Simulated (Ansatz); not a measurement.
# Kick test of a cell of P

The cell was found from a structure generator's guess, not taken from experiment.

All numbers below come from DFT PBE+D3(BJ), scalar-relativistic, plane waves, PAW in Ansatz 0.2.0. Settings: cutoff 420 eV, Γ-centred mesh 9×9×1 on the computed 4-atom cell, Gaussian smearing of 0.02 eV; no spin polarisation.

The cell below (4 atoms, layer group p-3m1 (No. 72)) is relaxed within its symmetry. The sheet is periodic along a and b; c holds vacuum.

```xyz
4
Lattice="3.2579 0.0000 0.0000 -1.6289 2.8214 0.0000 0.0000 0.0000 34.6790" Properties=species:S:1:pos:R:3 pbc="T T F"
P     1.6289    0.9405    8.3356
P     0.0000    1.8809    7.0930
P     0.0000    1.8809   12.9070
P     0.0000    0.0000   11.6644
```

For the test a repeat of it with 8 atoms (edges 6.52, 3.26 Å) was strained at random (σ = 1.5 % a component), the atoms were moved at random (σ = 0.15 Å), and all was relaxed again on a coarse 6×6×1 mesh (in the run’s order of axes) with 0.10 eV smearing, with no symmetry imposed.

**Question.** Is the structure stable against such a distortion?

**Answer.** It returns, within 1 meV/atom of the unmoved cell on that mesh and with the same symmetry when read at 0.1 Å (P-1 at 0.01 Å, so small strains and shifts remain). So it is stable against the distortions that fit this cell and that this random move excites. Modes that don't fit the cell aren't tested.
